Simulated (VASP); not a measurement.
# SnSe2 (P-3m1) in VASP: notebook, part 3 of 3

VASP 6.6.1.

## Step 5: Relaxation of cell and atoms, LDA, target pressure 5.1 GPa, at which the enthalpy is minimised

This run uses another cell than the first one, of 25.73 Å³/atom, 0.992 times its volume.

INCAR reads:

```
SYSTEM = SnSe2
PREC = Accurate
ENCUT = 600
EDIFF = 1E-6
ISMEAR = 0
SIGMA = 0.03
LREAL = .False.
LASPH = .True.
NELM = 80
ALGO = Normal
ISIF = 3
LWAVE = .False.
LCHARG = .False.
IBRION = 2
NSW = 90
EDIFFG = -0.01
PSTRESS = 51.0
```

KPOINTS reads:

```
regular mesh
0
Gamma
  9 9 5
  0 0 0
```

POSCAR reads:

```
SnSe2
1.0
    3.8110000000      0.0000000000      0.0000000000
   -1.9055000000      3.3004228138      0.0000000000
    0.0000000000      0.0000000000      6.1360000000
Sn Se
1 2
Direct
    0.0000000000      0.0000000000      0.0000000000
    0.3333333333      0.6666666667      0.2490000000
    0.6666666667      0.3333333333      0.7510000000
```

Potentials or basis: VASP PAW LDA potentials, release 64 (Sn_d, Se).

The run is started by

```bash
$ cat potpaw_LDA.64/Sn_d/POTCAR potpaw_LDA.64/Se/POTCAR > POTCAR
$ mpirun -np 1 vasp_std > vasp.out
```

OUTCAR:

```text
SYSTEM = SnSe2
   PREC = Accurate
   ENCUT = 600
   EDIFF = 1E-6
   ISMEAR = 0
   LREAL = .False.
   LASPH = .True.
   NELM = 80
   ISIF = 3
   IBRION = 2
   NSW = 90
   EDIFFG = -0.01
   PSTRESS = 51.0

 ion  position               nearest neighbor table
   1  0.000  0.000  0.000-   2 2.68   3 2.68   2 2.68   3 2.68   3 2.68   2 2.68
   2  0.333  0.667  0.249-   1 2.68   1 2.68   1 2.68
   3  0.667  0.333  0.751-   1 2.68   1 2.68   1 2.68

  LATTYP: Found a hexagonal cell.
 ALAT       =     3.8110000000
 C/A-ratio  =     1.6100760955

  Lattice vectors:

 A1 = (   3.8110000000,   0.0000000000,   0.0000000000)
 A2 = (  -1.9055000000,   3.3004228138,   0.0000000000)
 A3 = (   0.0000000000,   0.0000000000,   6.1360000000)

Analysis of symmetry for initial positions (statically):
=====================================================================
 Subroutine PRICEL returns:
 Original cell was already a primitive cell.

 Routine SETGRP: Setting up the symmetry group for a
 hexagonal supercell.

 Subroutine GETGRP returns: Found 12 space group operations
 (whereof 12 operations were pure point group operations)
 out of a pool of 24 trial point group operations.

The static configuration has the point symmetry D_3d.

Analysis of symmetry for dynamics (positions and initial velocities):
=====================================================================
 Subroutine PRICEL returns:
 Original cell was already a primitive cell.

 Routine SETGRP: Setting up the symmetry group for a
 hexagonal supercell.

 Subroutine GETGRP returns: Found 12 space group operations
 (whereof 12 operations were pure point group operations)
 out of a pool of 24 trial point group operations.

The dynamic configuration has the point symmetry D_3d.

 Subroutine INISYM returns: Found 12 space group operations
 (whereof 12 operations are pure point group operations),
 and found     1 'primitive' translations

----------------------------------------------------------------------------------------

                                     Primitive cell

  volume of cell :      77.1781

  direct lattice vectors                    reciprocal lattice vectors
     3.811000000  0.000000000  0.000000000     0.262398321  0.151495741  0.000000000
    -1.905500000  3.300422814  0.000000000     0.000000000  0.302991482  0.000000000
     0.000000000  0.000000000  6.136000000     0.000000000  0.000000000  0.162972621

  length of vectors
     3.811000000  3.811000000  6.136000000     0.302991482  0.302991482  0.162972621

  position of ions in fractional coordinates (direct lattice)
     0.000000000  0.000000000  0.000000000
     0.333333333  0.666666667  0.249000000
     0.666666667  0.333333333  0.751000000

  ion indices of the primitive-cell ions
   primitive index   ion index
                 1           1
                 2           2
                 3           3

----------------------------------------------------------------------------------------

 KPOINTS: regular mesh

Automatic generation of k-mesh.
 Grid dimensions read from file:
 generate k-points for:    9    9    5

 Generating k-lattice:

  Cartesian coordinates                     Fractional coordinates (reciprocal lattice)
     0.029155369  0.016832860  0.000000000     0.111111111  0.000000000  0.000000000
     0.000000000  0.033665720  0.000000000     0.000000000  0.111111111  0.000000000
     0.000000000  0.000000000  0.032594524     0.000000000  0.000000000  0.200000000

  Length of vectors
     0.033665720  0.033665720  0.032594524

  Shift w.r.t. Gamma in fractional coordinates (k-lattice)
     0.000000000  0.000000000  0.000000000

 Subroutine IBZKPT returns following result:
 ===========================================

 Found     50 irreducible k-points:

 Following reciprocal coordinates:
            Coordinates               Weight
  0.000000  0.000000  0.000000      1.000000
  0.111111 -0.000000  0.000000      6.000000
  0.222222 -0.000000  0.000000      6.000000
  0.333333 -0.000000  0.000000      6.000000
  0.444444 -0.000000  0.000000      6.000000
  0.111111  0.111111  0.000000      6.000000
[... 16 lines left out ...]
  0.222222  0.111111  0.200000     12.000000
 -0.111111  0.333333  0.200000     12.000000
 [... further k-points ...]
   k-points           NKPTS =     50   k-points in BZ     NKDIM =     50   number of bands    NBANDS=     17
   number of dos      NEDOS =    301   number of ions     NIONS =      3
   total plane-waves  NPLWV =  45000
   dimension x,y,z NGX =    30 NGY =   30 NGZ =   50
   dimension x,y,z NGXF=    60 NGYF=   60 NGZF=  100
   ions per type =               1   2
   NGX,Y,Z   is equivalent  to a cutoff of  13.09, 13.09, 13.55 a.u.
   NGXF,Y,Z  is equivalent  to a cutoff of  26.17, 26.17, 27.09 a.u.
 SYSTEM =  SnSe2
   PREC   = accura    normal or accurate (medium, high low for compatibility)
   ISTART =      0    job   : 0-new  1-cont  2-samecut
   ICHARG =      2    charge: 1-file 2-atom 10-const
   ISPIN  =      1    spin polarized calculation?
   LNONCOLLINEAR =      F non collinear calculations
   LSORBIT =      F    spin-orbit coupling
   LASPH  =      T    aspherical Exc in radial PAW
   ENCUT  =  600.0 eV  44.10 Ry    6.64 a.u.   7.61  7.61 12.26*2*pi/ulx,y,z
   NELM   =     80;   NELMIN=  2; NELMDL= -5     # of ELM steps
   EDIFF  = 0.1E-05   stopping-criterion for ELM
   LREAL  =      F    real-space projection
   EDIFFG = -.1E-01   stopping-criterion for IOM
   NSW    =     90    number of steps for IOM
   IBRION =      2    ionic relax: 0-MD 1-quasi-New 2-CG
   NFREE  =      1    steps in history (QN), initial steepest desc. (CG)
   ISIF   =      3    stress and relaxation
   ISYM   =      2    0-nonsym 1-usesym 2-fastsym
   POTIM  = 0.5000    time-step for ionic-motion
   TEBEG  =    0.0;   TEEND  =   0.0 temperature during run
   PSTRESS=   51.0 pullay stress
   NELECT =      26.0000    total number of electrons
   NUPDOWN=      -1.0000    fix difference up-down
   EMIN   =  10.00;   EMAX   =-10.00  energy-range for DOS
   EFERMI =   0.00;   METHOD = LEGACY
   ISMEAR =     0;   SIGMA  =   0.03  broadening in eV -4-tet -1-fermi 0-gaus
   EFERMI_NEDOS =   21; number of points for ismear=-14 and -15
   IALGO  =     38    algorithm
   IMIX   =      4    mixing-type and parameters
     AMIX     =   0.40;   BMIX     =  1.00
     AMIX_MAG =   1.60;   BMIX_MAG =  1.00
  volume/ion in A,a.u.               =      25.73       173.61
  Fermi-wavevector in a.u.,A,eV,Ry     =   1.139116  2.152617 17.654722  1.297585
  Thomas-Fermi vector in A             =   2.275820
   LORBIT       =      0    0 simple, 1 ext, 2 COOP (PROOUT), +10 PAW based schemes
   GGA     = CA    functional components
   LHFCALC =     F    Hartree Fock is set to
   AEXX    =    0.0000 exact exchange contribution
   IVDW    =     0    specifies the selected vdW correction
   LEPSILON=     F    determine dielectric tensor
   LRPA    =     F    only Hartree local field effects (RPA)
 conjugate gradient relaxation of ions
 non-spin polarized calculation
 Gauss-broadening in eV      SIGMA  =   0.03
  energy-cutoff  :      600.00
  volume of cell :       77.18
 maximum number of plane-waves:      2605
   NGX = 15   NGY = 15   NGZ = 25

--------------------------------------- Ionic step        1  -------------------------------------------

 number of electron      25.9999990 magnetization

 Free energy of the ion-electron system (eV)
  ---------------------------------------------------
  ext. energy  EPLUGINS =         0.00000000
  ---------------------------------------------------
  free energy    TOTEN  =       -13.75603607 eV

  energy without entropy =      -13.75603607  energy(sigma->0) =      -13.75603607

 E-fermi :   4.2753     XC(G=0):  -9.7812

 val. band max:        4.1216953345   @ k =   0.1111   0.1111   0.0000
 cond. band min:       4.7528751735   @ k =   0.0000   0.4444   0.4000
 fundamental gap:      0.6311798390
 Fermi energy:         4.2753309588

 k-point     1 :       0.0000    0.0000    0.0000
  band No.  band energies     occupation
      1     -17.0914      2.00000
      2     -17.0914      2.00000
      3     -17.0478      2.00000
      4     -17.0332      2.00000
      5     -17.0332      2.00000
      6      -9.9455      2.00000
[... 583 lines left out ...]
  energy  without entropy=      -13.6723187436  energy(sigma->0) =      -13.67231874

  enthalpy is  TOTEN    =       -11.3822055031 eV   P V=        2.2901132406

[... ionic steps 4 to 11 ...]

--------------------------------------- Ionic step       12  -------------------------------------------

 number of electron      26.0000007 magnetization

------------------------ aborting loop because EDIFF is reached ----------------------------------------
[... 73 lines left out ...]
--------------------------------------- Ionic step       14  -------------------------------------------

 number of electron      26.0000006 magnetization

 Free energy of the ion-electron system (eV)
  ---------------------------------------------------
  ext. energy  EPLUGINS =         0.00000000
  ---------------------------------------------------
  free energy    TOTEN  =       -13.69806233 eV

  energy without entropy =      -13.69782623  energy(sigma->0) =      -13.69794428

 E-fermi :   6.4030     XC(G=0): -10.5738

 val. band max:        6.3936575711   @ k =   0.1111   0.1111   0.0000
 cond. band min:       6.4805531702   @ k =   0.3333   0.2222   0.0000
 fundamental gap:      0.0868955991
 Fermi energy:         6.4030347748

 k-point     1 :       0.0000    0.0000    0.0000
  band No.  band energies     occupation
      1     -15.3346      2.00000
      2     -15.3346      2.00000
      3     -15.2901      2.00000
      4     -15.2729      2.00000
      5     -15.2729      2.00000
      6      -8.7416      2.00000
[... 505 lines left out ...]
  energy  without entropy=      -13.6978262331  energy(sigma->0) =      -13.69794428

  enthalpy is  TOTEN    =       -11.5744244089 eV   P V=        2.1236379182

 reached required accuracy - stopping structural energy minimisation
```

OSZICAR:

```text
N       E                     dE             d eps       ncg     rms          rms(c)
DAV:   1     0.203624519223E+03    0.20362E+03   -0.13574E+04  1700   0.191E+03
DAV:   2     0.925482511723E+01   -0.19437E+03   -0.19069E+03  1812   0.417E+02
DAV:   3    -0.133010086094E+02   -0.22556E+02   -0.21645E+02  2134   0.127E+02
DAV:   4    -0.140536426285E+02   -0.75263E+00   -0.75141E+00  2074   0.238E+01
[... 118 lines left out ...]
DAV:   2    -0.136982251806E+02    0.50168E-03   -0.13555E-03  2159   0.522E-01    0.731E-02
DAV:   3    -0.136980688574E+02    0.15632E-03   -0.47131E-04  2196   0.337E-01    0.200E-02
DAV:   4    -0.136980635735E+02    0.52839E-05   -0.39756E-05  2003   0.572E-02    0.884E-03
DAV:   5    -0.136980623590E+02    0.12145E-05   -0.25933E-06  1767   0.229E-02    0.298E-03
DAV:   6    -0.136980623271E+02    0.31856E-07   -0.55708E-07   942   0.860E-03
  14 F= -.11574424E+02 E0= -.11574306E+02  d E =-.528767E-04
```

CONTCAR:

```text
SnSe2
   1.00000000000000
     3.7600006792169940   -0.0000000000000000    0.0000000000000000
    -1.8800003396084970    3.2562561064033830    0.0000000000000000
    -0.0000000000000000   -0.0000000000000001    5.4489697767757450
  Sn              Se
     1     2
Direct
     0.0000000000000000    0.0000000000000000    0.0000000000000000
     0.3333333332999970    0.6666666667000030    0.2888302466679810
     0.6666666667000030    0.3333333332999970    0.7111697533320190

  0.00000000E+00  0.00000000E+00  0.00000000E+00
  0.00000000E+00  0.00000000E+00  0.00000000E+00
  0.00000000E+00  0.00000000E+00  0.00000000E+00
```

It took 4.9 min on 1 thread of AMD EPYC 9R45 (Zen 5), shared host; peak memory 0.21 GiB.

Results:

```
Free energy                                            : -13.6981 eV
Relaxed volume                                         : 22.24 Å³/atom
Relaxed cell                                           : a = 3.760 Å, b = 3.760 Å, c = 5.449 Å, α = 90.00°, β = 90.00°, γ = 120.00°
Space group after relaxing (to 0.05 Å)                 : P-3m1 (No. 164)
Energy change on relaxing (the enthalpy is what falls) : +19.3 meV/atom
Ionic steps                                            : 14
Pressure after relaxing                                : 5.1 GPa
Largest force after relaxing                           : 0.007 eV/Å
Band gap on the k mesh                                 : none (metal or under the smearing width)
```

Forces on the atoms (eV/Å):
```
Sn   0.000  0.000  0.000
Se   0.000  0.000  0.007
Se   0.000  0.000 -0.007
```

Step by step:
| step | energy change (eV) | largest force (eV/Å) | pressure (GPa) | volume (Å³) |
| --- | --- | --- | --- | --- |
| 1 | 0.0000 | 0.5067 | 0.99 | 77.18 |
| 2 | 0.1576 | 1.2164 | 8.71 | 70.03 |
| 3 | 0.0837 | 1.0033 | 6.24 | 71.94 |
| 4 | 0.0558 | 0.4984 | 5.57 | 70.44 |
| 5 | 0.0758 | 0.0982 | 5.16 | 69.26 |
| 6 | 0.0482 | 0.0454 | 4.77 | 68.60 |
| 7 | 0.0437 | 0.0125 | 4.71 | 67.40 |
| 8 | 0.0554 | 0.0163 | 4.96 | 66.81 |
| 9 | 0.0646 | 0.0248 | 5.12 | 66.51 |
| 10 | 0.0615 | 0.0317 | 5.07 | 66.61 |
| 11 | 0.0596 | 0.0285 | 5.01 | 66.67 |
| 12 | 0.0650 | 0.0326 | 5.42 | 66.50 |
| 13 | 0.0615 | 0.0065 | 5.18 | 66.61 |
| 14 | 0.0580 | 0.0072 | 5.07 | 66.71 |

Final structure:
```
Sn Se
1.0
     3.76000    0.00000    0.00000
    -1.88000    3.25626    0.00000
     0.00000    0.00000    5.44897
Sn Se
1 2
Direct
  0.00000 0.00000 0.00000
  0.33333 0.66667 0.28883
  0.66667 0.33333 0.71117
```

Caveat: the cell is relaxed towards a set pressure, so the enthalpy falls and the energy may rise.

## Step 6: Relaxation of cell and atoms, LDA, target pressure 5.1 GPa, at which the enthalpy is minimised

This run uses another cell than the first one, of 22.24 Å³/atom, 0.858 times its volume.

Edit INCAR of step 5 so:

```diff
@@ -3,3 +3,3 @@
 ENCUT = 600
-EDIFF = 1E-6
+EDIFF = 1E-7
 ISMEAR = 0
@@ -15,3 +15,3 @@
 NSW = 90
-EDIFFG = -0.01
+EDIFFG = -0.005
 PSTRESS = 51.0
```

KPOINTS is that of step 5.

POSCAR reads:

```
SnSe2                                   
1.0
    3.7600006792     -0.0000000000      0.0000000000
   -1.8800003396      3.2562561064      0.0000000000
   -0.0000000000     -0.0000000000      5.4489697768
  Sn              Se            
     1     2
Direct
     0.0000000000000000    0.0000000000000000    0.0000000000000000
     0.3333333332999970    0.6666666667000030    0.2888302466679810
     0.6666666667000030    0.3333333332999970    0.7111697533320190
```

Potentials or basis: VASP PAW LDA potentials, release 64 (Sn_d, Se).

The run is started by

```bash
$ cat potpaw_LDA.64/Sn_d/POTCAR potpaw_LDA.64/Se/POTCAR > POTCAR
$ mpirun -np 1 vasp_std > vasp.out
```

It took 70 s on 1 thread of AMD EPYC 9R45 (Zen 5), shared host; peak memory 0.19 GiB.

Results (log left out):

```yaml
Free_energy: -13.6962 eV
Relaxed_volume: 22.22 Å³/atom
Relaxed_cell: a = 3.759 Å, b = 3.759 Å, c = 5.447 Å, α = 90.00°, β = 90.00°, γ = 120.00°
Space_group_after_relaxing_to_0.05_Å: P-3m1 (No. 164)
Energy_change_on_relaxing_the_enthalpy_is_what_falls: +0.5 meV/atom
Ionic_steps: 4
Pressure_after_relaxing: 5.1 GPa
Largest_force_after_relaxing: 0.003 eV/Å
Band_gap_on_the_k_mesh: none (metal or under the smearing width)
```

Forces on the atoms (eV/Å):
```
Sn   0.000  0.000  0.000
Se   0.000  0.000  0.003
Se   0.000  0.000 -0.003
```

Step by step:
```csv
step,energy change (eV),largest force (eV/Å),pressure (GPa),volume (Å³)
1,0.0000,0.0073,5.06,66.71
2,0.0015,0.0087,5.13,66.67
3,0.0013,0.0085,5.12,66.67
4,0.0014,0.0032,5.11,66.67
```

Final structure:
```xyz
3
Lattice="3.7594 0.0000 0.0000 -1.8797 3.2557 0.0000 0.0000 0.0000 5.4472" Properties=species:S:1:pos:R:3 pbc="T T T"
Sn    0.0000    0.0000    0.0000
Se    0.0000    2.1705    1.5742
Se    1.8797    1.0852    3.8730
```

Levels at points of the mesh, in eV from the Fermi level:
| k point | band 10 | band 11 | band 12 | band 13 | band 14 | band 15 | band 16 | band 17 |
| --- | --- | --- | --- | --- | --- | --- | --- | --- |
| (0.00, 0.00, 0.00) | -1.33 | -1.18 | -1.18 | -0.15 | 0.40 | 2.58 | 4.27 | 4.27 |

Caveat: the cell is relaxed towards a set pressure, so the enthalpy falls and the energy may rise.

## Step 7: Summary

```tsv
level	potentials or basis	cell	target pressure	gap on the mesh (eV)	pressure (GPa)	relaxed volume (Å³/atom)
PBEsol	VASP PAW PBE potentials, release 64 (Sn_d, Se)	relaxed	-	0.52	0.0	25.91
optB86b-vdW	VASP PAW PBE potentials, release 64 (Sn_d, Se)	relaxed	-	0.43	0.0	26.23
LDA	VASP PAW LDA potentials, release 64 (Sn_d, Se)	relaxed to 5.1 GPa	5.1 GPa	none	5.1	-
```

Alike in all rows: task relaxation of cell and atoms; no spin polarisation; k mesh 9 × 9 × 5; cutoff (eV) 600; smearing gaussian 0.03 eV.

Caveats: the PAW data sets were made with another functional, which shifts forces and pressure a little (some runs); spin-orbit coupling is left out, which moves the levels of the heavy elements (some runs); an odd mesh through Γ misses points on the zone boundary, where band edges often lie (some runs); this functional lacks dispersion, which binds the layers, so the pressure and a relaxed spacing across them are unreliable (some runs); the cell is relaxed towards a set pressure, so the enthalpy falls and the energy may rise (some runs).

Absolute energies hang on the potentials; compare differences alone.
